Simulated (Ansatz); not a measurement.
# CdSe (Cadmoselite) (P6_3mc) in Ansatz: convergence with k mesh

Aim: find how far k mesh must go before the results for CdSe (Cadmoselite) settle, at PBE. This setting moves, with any that are tied to it; all else stays.

Program: Ansatz 0.2.0. These are calculated values, not measurements. Logs are shortened: lines on timing, memory, paths and dates and some standing lists are left out, and cuts for length are marked.

**1. The crystal as given**

The structure is hexagonal, space group P6_3mc (No. 186). Conventional cell: a = 4.300 Å, b = 4.300 Å, c = 7.020 Å, α = 90.00°, β = 90.00°, γ = 120.00°. Cd (site symmetry 3m) has 4 Se at 2.61 to 2.70 Å as nearest neighbours. Se (site symmetry 3m) has 4 Cd at 2.61 to 2.70 Å as nearest neighbours.

**2. With k mesh 2 × 2 × 1**

Input file input.yaml:

```yaml
crystal:
  lattice:
    - [4.3, 0.0, 0.0]
    - [-2.15, 3.7239092363, 0.0]
    - [0.0, 0.0, 7.02]
  atoms:
    - { symbol: Cd, position: [0.6666666667, 0.3333333333, 0.5] }
    - { symbol: Cd, position: [0.3333333333, 0.6666666667, 0.0] }
    - { symbol: Se, position: [0.6666666667, 0.3333333333, 0.885] }
    - { symbol: Se, position: [0.3333333333, 0.6666666667, 0.385] }
hamiltonian:
  xc: pbe
  pseudopotentials: { kind: nc_fr, accuracy: standard }
magnetization:
  noncollinear: true
  spin_orbit: true
kpoints:
  mp_grid: { grid: [2, 2, 1] }
scf:
  occupations: { method: fermi_dirac, width: 0.1 }
output:
  forces: true
  stress: true
  eigenvalues: true
```

Potentials or basis: PseudoDojo standard (PBE files).

Started as:

```sh
ansatz run input.yaml --threads 2 --pin off --max-ram 5632MiB --backend cpu --events-out ev --progress --plain --runs-dir out
```

Output:

```text
Warning: RAYON_NUM_THREADS=2 ignored (pool sized by the plan → 2); use --threads N
Engine: ansatz 0.2.0, x86_64-unknown-linux-gnu
Pseudopotentials: kind: nc_fr
Pseudopotential: Cd, nc_fr, valence charge 20, recommended cutoff 1387.780699 eV (normal), Cd.nc_fr.azcp (PseudoDojo's, or run here from an input of PseudoDojo's; its table is named by hamiltonian.pseudopotentials.accuracy)
Pseudopotential: Se, nc_fr, valence charge 16, recommended cutoff 1170.089609 eV (normal), Se.nc_fr.azcp (PseudoDojo's, or run here from an input of PseudoDojo's; its table is named by hamiltonian.pseudopotentials.accuracy)
Functional definition: PBE
  parameter kappa = 0.804
  parameter beta = 0.06672455060314922
  exchange = pbe_x(kappa = kappa, mu = beta*pi^2/3)
  correlation = pbe_c(beta = beta)
non-collinear run that drives no moment, with spin-orbit: no starting moment large enough to seed its density (crystal.atoms[].spin), no starting occupations that ask for one, no magnetisation constraint and no magnetic field, so the semilocal B_xc is pinned to zero
Crystal: 4 atoms, lattice volume = 112.410 Å³
Basis set: ecut = 1387.780699 eV, 13117 PW (Γ), exchange–correlation on 108×108×180 points (8 copies of the dense FFT grid, shifted against one another)
Bands: 88, of which v1, the nominal top of the filled ones, is band 72 counted from 1 (71 counted from 0)
Symmetry: 12 space group operations + 12 with time reversal
Magnetic group: BNS 186.204 (UNI 1434), of the structure as read, at distance tolerance 4.8e-5 Å
k-points: 2 of 4
[... 29 lines left out ...]
E sigma→0 (E₀):  -16138.915281 eV
Entropy (-TS):   -0.036672 eV (-9.168 meV/atom)
Fermi energy:    8.312336 eV
--- Per-component energies (eV) ---
  E_band       = -1754.055958
  E_kinetic    = 7613.964671
  E_local      = -15635.969954  (includes V_loc(G=0)·N_el)
  E_nonlocal   = -2655.474769
  E_hartree    = 5499.124181
  E_xc         = -2637.538305
  E_vxc        = -2074.824845  (∫ρ·V_xc dr)
  E_ewald      = -8323.002769
  E_smearing   = -0.036672  (= −TS)
  E_closure    = 0.000000  (closes the sum)
  Σ components = -16138.933617   (vs F -16138.933617, Δ=0.00e0)
--- Forces (eV/Å), atoms counted from 1 ---
  atom   1  Cd    -0.00000000     0.00000000     0.41740273
  atom   2  Cd    -0.00000000    -0.00000000     0.41740273
  atom   3  Se    -0.00000000     0.00000000    -0.41744964
  atom   4  Se    -0.00000000    -0.00000000    -0.41744964
  max |Σ_I F_I| component: 9.38e-5 eV/Å
--- Stress (GPa, compression-positive) ---
        7.470320       0.000000       0.000000
        0.000000       7.470320       0.000000
        0.000000      -0.000000      -1.970254
  P = ⅓ Tr σ = 4.3235 GPa (43.235 kbar)
--- Band table (eV) ---
  k-point 0: bands = ["-93.8881", "-93.8881", "-93.8881", "-93.8881", "-58.9988", "-58.9988", "-58.9987", "-58.9987", "-53.1869", "-53.1869", "-53.1867", "-53.1867", "-53.1762", "-53.1762", "-53.1762", "-53.1762", "-39.1807", "-39.1807", "-39.1807", "-39.1807", "-39.1565", "-39.1565", "-39.1565", "-39.1565", "-38.2893", "-38.2893", "-38.2893", "-38.2893", "-38.2770", "-38.2770", "-38.2769", "-38.2769", "-38.2578", "-38.2578", "-38.2578", "-38.2578", "-4.6637", "-4.6637", "-4.2952", "-4.2952", "-0.4874", "-0.4874", "-0.4478", "-0.4478", "-0.4283", "-0.4283", "-0.1416", "-0.1416", "0.0628", "0.0628", "0.1592", "0.1592", "0.3105", "0.3105", "0.3278", "0.3278", "0.4305", "0.4305", "0.6842", "0.6842", "3.6171", "3.6171", "7.0573", "7.0573", "7.2892", "7.2892", "7.6542", "7.6542", "8.0154", "8.0154", "8.0191", "8.0191", "8.5311", "8.5311", "9.9243", "9.9243", "13.4771", "13.4771", "13.8142", "13.8142", "14.0361", "14.0361", "14.6881", "14.6881", "14.9247", "14.9247", "15.5829", "15.5829"]
  k-point 1: bands = ["-93.8881", "-93.8881", "-93.8881", "-93.8881", "-58.9988", "-58.9988", "-58.9988", "-58.9988", "-53.1869", "-53.1869", "-53.1868", "-53.1868", "-53.1764", "-53.1764", "-53.1764", "-53.1764", "-39.1807", "-39.1807", "-39.1807", "-39.1807", "-39.1566", "-39.1566", "-39.1566", "-39.1566", "-38.2893", "-38.2893", "-38.2893", "-38.2893", "-38.2770", "-38.2770", "-38.2770", "-38.2770", "-38.2578", "-38.2578", "-38.2578", "-38.2578", "-4.2833", "-4.2833", "-4.1662", "-4.1662", "-0.4234", "-0.4234", "-0.3042", "-0.3042", "-0.2304", "-0.2304", "-0.0559", "-0.0559", "0.2023", "0.2023", "0.3093", "0.3093", "0.3658", "0.3658", "0.4212", "0.4212", "0.6217", "0.6217", "0.7627", "0.7627", "3.6139", "3.6139", "4.1313", "4.1313", "5.3032", "5.3032", "6.0231", "6.0231", "6.6164", "6.6164", "7.0805", "7.0805", "11.0542", "11.0542", "11.1487", "11.1487", "12.6311", "12.6311", "14.0169", "14.0169", "14.4570", "14.4570", "15.5624", "15.5624", "15.7325", "15.7325", "17.4445", "17.4445"]
```

Run time: 14 s. Hardware: 2 threads of Intel Xeon at 2.50GHz (Skylake/Cascade Lake), shared host; peak memory 1.4 GiB.

What came out:

```yaml
Free_energy: -16138.9336 eV
Pressure: 4.3 GPa
Largest_force: 0.417 eV/Å
Band_gap_on_the_k_mesh: 0.51 eV, direct
```

**3. With k mesh 3 × 3 × 2**

input.yaml: that of step 2 with these lines changed.

```diff
@@ -17,3 +17,3 @@
 kpoints:
-  mp_grid: { grid: [2, 2, 1] }
+  mp_grid: { grid: [3, 3, 2] }
 scf:
```

Potentials or basis: PseudoDojo standard (PBE files).

Started as:

```sh
ansatz run input.yaml --threads 2 --pin off --max-ram 5632MiB --backend cpu --events-out ev --progress --plain --runs-dir out
```

Run time: 57 s. Hardware: 2 threads of Intel Xeon at 2.50GHz (Skylake/Cascade Lake), shared host; peak memory 1.9 GiB.

What came out:

```yaml
Free_energy: -16139.7259 eV
Pressure: 3.5 GPa
Largest_force: 0.340 eV/Å
Band_gap_on_the_k_mesh: 0.56 eV, direct
```

**4. With k mesh 4 × 4 × 2**

input.yaml: that of step 3 with these lines changed.

```diff
@@ -17,3 +17,3 @@
 kpoints:
-  mp_grid: { grid: [3, 3, 2] }
+  mp_grid: { grid: [4, 4, 2] }
 scf:
```

Started as:

```sh
ansatz run input.yaml --threads 2 --pin off --max-ram 5632MiB --backend cpu --events-out ev --progress --plain --runs-dir out
```

Run time: 74 s. Hardware: 2 threads of Intel Xeon at 2.50GHz (Skylake/Cascade Lake), shared host; peak memory 2 GiB.

Results:

* Free energy: -16139.8910 eV
* Pressure: 3.2 GPa
* Largest force: 0.301 eV/Å
* Band gap on the k mesh: 0.58 eV, direct

**5. With k mesh 5 × 5 × 3**

input.yaml: that of step 4 with these lines changed.

```diff
@@ -17,3 +17,3 @@
 kpoints:
-  mp_grid: { grid: [4, 4, 2] }
+  mp_grid: { grid: [5, 5, 3] }
 scf:
```

Started as:

```sh
ansatz run input.yaml --threads 2 --pin off --max-ram 5632MiB --backend cpu --events-out ev --progress --plain --runs-dir out
```

Run time: 87 s. Hardware: 2 threads of Intel Xeon at 2.50GHz (Skylake/Cascade Lake), shared host; peak memory 2.1 GiB.

What came out:

```yaml
Free_energy: -16139.9292 eV
Pressure: 3.1 GPa
Largest_force: 0.288 eV/Å
Band_gap_on_the_k_mesh: 0.58 eV, direct
```

**6. With k mesh 7 × 7 × 4**

input.yaml: that of step 5 with these lines changed.

```diff
@@ -17,3 +17,3 @@
 kpoints:
-  mp_grid: { grid: [5, 5, 3] }
+  mp_grid: { grid: [7, 7, 4] }
 scf:
```

Potentials or basis: PseudoDojo standard (PBE files).

Started as:

```sh
ansatz run input.yaml --threads 2 --pin off --max-ram 5632MiB --backend cpu --events-out ev --progress --plain --runs-dir out
```

Run time: 3.5 min. Hardware: 2 threads of Intel Xeon at 2.50GHz (Skylake/Cascade Lake), shared host; peak memory 2.7 GiB.

The run converged. Its results:

```
Free energy            : -16139.9442 eV
Pressure               : 3.1 GPa
Largest force          : 0.285 eV/Å
Band gap on the k mesh : 0.59 eV, direct
```

**7. With k mesh 8 × 8 × 5**

input.yaml: that of step 6 with these lines changed.

```diff
@@ -17,3 +17,3 @@
 kpoints:
-  mp_grid: { grid: [7, 7, 4] }
+  mp_grid: { grid: [8, 8, 5] }
 scf:
```

Started as:

```sh
ansatz run input.yaml --threads 2 --pin off --max-ram 5632MiB --backend cpu --events-out ev --progress --plain --runs-dir out
```

Wall time 3.9 min (2 threads of Intel Xeon at 2.50GHz (Skylake/Cascade Lake), shared host); peak memory 3 GiB.

The run converged. Its results:

```
Free energy            : -16139.9455 eV
Pressure               : 3.1 GPa
Largest force          : 0.285 eV/Å
Band gap on the k mesh : 0.59 eV, direct
```

**8. With k mesh 10 × 10 × 5**

input.yaml: that of step 7 with these lines changed.

```diff
@@ -17,3 +17,3 @@
 kpoints:
-  mp_grid: { grid: [8, 8, 5] }
+  mp_grid: { grid: [10, 10, 5] }
 scf:
```

Started as:

```sh
ansatz run input.yaml --threads 2 --pin off --max-ram 5632MiB --backend cpu --events-out ev --progress --plain --runs-dir out
```

Wall time 5.2 min (2 threads of Intel Xeon at 2.50GHz (Skylake/Cascade Lake), shared host); peak memory 3.5 GiB.

Results (log left out):

```yaml
Free_energy: -16139.9460 eV
Pressure: 3.1 GPa
Largest_force: 0.284 eV/Å
Band_gap_on_the_k_mesh: 0.59 eV, direct
```

**9. With k mesh 12 × 12 × 6**

input.yaml: that of step 8 with these lines changed.

```diff
@@ -17,3 +17,3 @@
 kpoints:
-  mp_grid: { grid: [10, 10, 5] }
+  mp_grid: { grid: [12, 12, 6] }
 scf:
```

Potentials or basis: PseudoDojo standard (PBE files).

Started as:

```sh
ansatz run input.yaml --threads 2 --pin off --max-ram 5632MiB --backend cpu --events-out ev --progress --plain --runs-dir out
```

Run time: 8.8 min. Hardware: 2 threads of Intel Xeon at 2.50GHz (Skylake/Cascade Lake), shared host; peak memory 4.9 GiB.

Results (log left out):

```
Free energy            : -16139.9462 eV
Pressure               : 3.1 GPa
Largest force          : 0.284 eV/Å
Band gap on the k mesh : 0.59 eV, direct
```

**10. The series at a glance**

| k mesh | energy less the tightest run, at zero smearing (meV/atom) | pressure (GPa) | largest force (eV/Å) | gap on the mesh (eV) | SCF cycles | CPU time (s) | peak memory (GiB) |
| --- | --- | --- | --- | --- | --- | --- | --- |
| 2 × 2 × 1 | 257.68 | 4.32 | 0.417 | 0.512 | 9 | 26 | 1.4 |
| 3 × 3 × 2 | 55.90 | 3.51 | 0.340 | 0.563 | 9 | 110 | 1.9 |
| 4 × 4 × 2 | 14.23 | 3.17 | 0.301 | 0.579 | 9 | 140 | 2 |
| 5 × 5 × 3 | 4.44 | 3.12 | 0.288 | 0.583 | 8 | 170 | 2.1 |
| 7 × 7 × 4 | 0.58 | 3.09 | 0.285 | 0.586 | 8 | 410 | 2.7 |
| 8 × 8 × 5 | 0.22 | 3.09 | 0.285 | 0.586 | 8 | 460 | 3 |
| 10 × 10 × 5 | 0.07 | 3.09 | 0.284 | 0.586 | 8 | 610 | 3.5 |
| 12 × 12 × 6 | 0.00 | 3.09 | 0.284 | 0.586 | 8 | 1000 | 4.9 |

Against the tightest run, the energy stays within 1 meV/atom from 7 × 7 × 4 on; the pressure stays within 0.1 GPa from 4 × 4 × 2 on; the largest force stays within 0.005 eV/Å from 5 × 5 × 3 on; the gap on the mesh stays within 0.01 eV from 4 × 4 × 2 on. Meshes of other sizes hit other points, so gaps and Fermi surfaces needn't settle smoothly. The tightest run that finished is the yardstick and may itself not be fully converged.
